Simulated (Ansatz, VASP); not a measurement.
## One calculation of Si, two programs

Contents of INCAR:

```
SYSTEM = Si
PREC = Accurate ; ENCUT = 520
EDIFF = 1E-6 ; ISMEAR = 1
SIGMA = 0.1 ; LREAL = .False.
LASPH = .True. ; NELM = 80
ALGO = Normal ; ISIF = 2
LWAVE = .False. ; LCHARG = .True.
GGA = CA ; LELF = .True.
LVHAR = .True. ; NBANDS = 11
```

File KPOINTS:

```
Automatic mesh
0
Gamma
  10 10 10
  0 0 0
```

Contents of POSCAR:

```
Si
1.0
    0.0000000000      2.7016643793      2.7016643793
    2.7016643793      0.0000000000      2.7016643793
    2.7016643793      2.7016643793      0.0000000000
Si
2
Direct
    0.5000000000      0.5000000000      0.5000000000
    0.7500000000      0.7500000000      0.7500000000
```

Input for Ansatz:

```yaml
crystal:
  lattice:
    - [0.0, 2.7016643793, 2.7016643793]
    - [2.7016643793, 0.0, 2.7016643793]
    - [2.7016643793, 2.7016643793, 0.0]
  atoms:
    - { symbol: Si, position: [0.5, 0.5, 0.5] }
    - { symbol: Si, position: [0.75, 0.75, 0.75] }
hamiltonian:
  xc: lda
  pseudopotentials:
    kind: paw
    azcp:
      Si: "pseudopotentials/Si.paw.azcp"
basis:
  ecutwfc: 420
  fft_grid_basis: typed
kpoints:
  mp_grid: { grid: [10, 10, 10], shift: [0, 0, 0] }
magnetization:
  spin_polarized: false
scf:
  occupations: { method: methfessel_paxton, width: 0.1 }
  lower_state_search: "off"
output:
  stress: true
```

Alike in both runs: task single point; functional LDA; k mesh 10 × 10 × 10; occupations methfessel-paxton of order 1, width 0.1 eV; no spin polarisation.

```csv
,VASP,Ansatz
version,VASP 6.6.1,Ansatz 0.2.0
potentials or method,"VASP PAW LDA potentials, release 64 (Si)","plane waves (420 eV) with PAW, scalar-relativistic"
plane-wave cutoff (eV),520,420
valence electrons in the cell,8,8
```

```csv
,VASP,Ansatz,Ansatz less VASP
pressure (GPa),0.0,-0.1,-0.04
```

Ansatz warned: «pseudo_functional_mismatch».
